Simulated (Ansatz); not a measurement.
**C4H8 (1-butene) at PBE0/6-31G(d) (spherical functions)**

What is the electronic atomisation energy of C4H8 (1-butene) at PBE0/6-31G* (spherical functions)? 

The calculation is run with Ansatz 0.2.0.

31 further runs of the same task are left out: 31 set aside as unsound or not needed.

## Step 1: The molecule

C4H8: 12 atoms, total charge 0, spin state singlet. SMILES: `C=CCC`. The coordinates come from a PBE0-D4/def2-TZVP relaxation. This is one conformer, not always the lowest.

Bond lengths: C1–C2 1.325 Å, C2–C3 1.492 Å, C3–C4 1.525 Å, C1–H5 1.086 Å, C1–H6 1.084 Å, C2–H7 1.090 Å, C3–H8 1.094 Å, C3–H9 1.097 Å, C4–H10 1.093 Å, C4–H11 1.092 Å, C4–H12 1.092 Å. Some angles: C1–C2–C3 125.3°, C2–C3–C4 112.5°, C1–C2–H7 118.9°, C3–C2–H7 115.8°, C2–C1–H5 121.3°, C2–C1–H6 121.7°, C2–C3–H8 109.5°, C2–C3–H9 109.0°, C4–C3–H8 110.2°, C4–C3–H9 108.9°.

## Step 2: A single-point energy at PBE0/6-31G(d) (spherical functions)

The input, in.yaml:

```yaml
crystal:
  periodic: [false, false, false]
  atoms:
    - symbol: C
      position_ang: [-0.102800, 1.905000, 0.560800]
    - symbol: C
      position_ang: [0.327700, 0.889700, -0.174300]
    - symbol: C
      position_ang: [-0.446000, -0.352500, -0.465500]
    - symbol: C
      position_ang: [0.258200, -1.608200, 0.036200]
    - symbol: H
      position_ang: [-1.092900, 1.899200, 1.007100]
    - symbol: H
      position_ang: [0.512900, 2.778300, 0.742300]
    - symbol: H
      position_ang: [1.330000, 0.935100, -0.599700]
    - symbol: H
      position_ang: [-1.442300, -0.274800, -0.019600]
    - symbol: H
      position_ang: [-0.593000, -0.436900, -1.549400]
    - symbol: H
      position_ang: [1.253200, -1.704600, -0.406500]
    - symbol: H
      position_ang: [0.380200, -1.579000, 1.121300]
    - symbol: H
      position_ang: [-0.308300, -2.506700, -0.218800]
basis:
  gaussian:
    orbitals: 6-31G_st_-spherical.json
output:
  orbitals: {seedname: orbitals}
accuracy: high
hamiltonian:
  xc: pbe0
```

The basis set 6-31G* is read from a file made from the Basis Set Exchange's data (not shown).

The run is started by

```
$ ansatz run in.yaml --threads 1 --pin off --max-ram 3480MiB --events-out events.jsonl --progress --plain --runs-dir runs
```

Log:

```text
Warning: RAYON_NUM_THREADS=1 ignored (pool sized by the plan → 1); use --threads N
Functional definition: PBE0
  name "PBE0"
  parameter a = 0.25
  parameter kappa = 0.804
  parameter beta = 0.06672455060314922
  exchange = (1 - a)*pbe_x(kappa = kappa, mu = beta*pi^2/3) + a*exact_x
  correlation = pbe_c(beta = beta)
1830 factors; integrals over basis functions are off by at most 3.2e-9 eV
mean field evaluation 1: about -4267.0801 eV, gradient 4.6e1 eV
mean field evaluation 2: about -4266.9782 eV, gradient 4.7e1 eV
mean field evaluation 4: about -4272.5486 eV, gradient 2.4e0 eV
mean field evaluation 8: about -4272.5501 eV, gradient 1.1e-1 eV
mean field evaluation 16: about -4272.5501 eV, gradient 1.2e-6 eV
mean field -4272.55009665 eV, -157.0133200135 hartree, gradient 3.0e-8 eV, S^2 0.000000; 0 other end points of the search recorded, 0 dependent functions left out
reference -4272.55009842 eV, -157.0133200785 hartree; 16, 16 occupied and 56, 56 virtual orbitals, 1830 factors
Total energy: -4272.55009842 eV, -157.0133200785 hartree
```

Wall time 7.5 s (1 thread of Intel Xeon Platinum 8488C (Sapphire Rapids), shared host); peak memory 0.25 GiB.

## Step 3: The C atom at the same level

The input, job.yaml:

```yaml
crystal:
  periodic: [false, false, false]
  atoms:
    - {symbol: C, position_ang: [0.000000, 0.000000, 0.000000]}
basis:
  gaussian: {orbitals: 6-31G_st_-spherical.json}
magnetization: {spin_polarized: true, initial_magnetization: 2}
hamiltonian: {xc: pbe0}
accuracy: high
```

The basis set 6-31G* is read from a file made from the Basis Set Exchange's data (not shown).

The run is started by

```
$ ansatz run job.yaml --threads 1 --pin off --max-ram 3480MiB --events-out events.jsonl --progress --plain --runs-dir runs
```

Log, shortened:

```text
Warning: RAYON_NUM_THREADS=1 ignored (pool sized by the plan → 1); use --threads N
[... 7 set-up lines as earlier in the session ...]
96 factors; integrals over basis functions are off by at most 1.1e-9 eV
mean field evaluation 1: about -1028.3190 eV, gradient 3.5e0 eV
mean field evaluation 2: about -1028.3822 eV, gradient 6.9e-1 eV
mean field evaluation 4: about -1028.3849 eV, gradient 2.0e-1 eV
mean field evaluation 8: about -1028.3852 eV, gradient 1.3e-5 eV
mean field -1028.38517654 eV, -37.7924581732 hartree, gradient 2.5e-8 eV, S^2 2.001901; 0 other end points of the search recorded, 0 dependent functions left out
reference -1028.38517752 eV, -37.7924582094 hartree; 4, 2 occupied and 10, 12 virtual orbitals, 96 factors
Total energy: -1028.38517752 eV, -37.7924582094 hartree
```

Run time: 0.38 s. Hardware: 1 thread of Intel Xeon Platinum 8488C (Sapphire Rapids), shared host.

## Step 4: The H atom

The input, run.yaml:

```yaml
crystal:
  periodic: [false, false, false]
  atoms:
    - {symbol: H, position_ang: [0.000000, 0.000000, 0.000000]}
basis:
  gaussian:
    orbitals: "6-31G*"
magnetization:
  spin_polarized: true
  initial_magnetization: 1
hamiltonian:
  xc: pbe0
accuracy: high
```

Run the same way, it converges to -0.49911 Eh (log not shown).

## Step 5: What came out

At PBE0/6-31G* (spherical functions):

```
                     quantity          value
       molecule: total energy  -157.01332 Eh
        molecule: HOMO energy       -7.10 eV
        molecule: LUMO energy        0.95 eV
      molecule: HOMO–LUMO gap        8.05 eV
         C atom: total energy   -37.79246 Eh
                 C atom: ⟨S²⟩          2.002
         H atom: total energy    -0.49911 Eh
                 H atom: ⟨S²⟩          0.750
electronic atomisation energy      50.358 eV
```

**Reading.** Taking the molecule apart into free atoms costs 50.36 eV (1161 kcal/mol), before zero-point energy and without spin-orbit coupling.
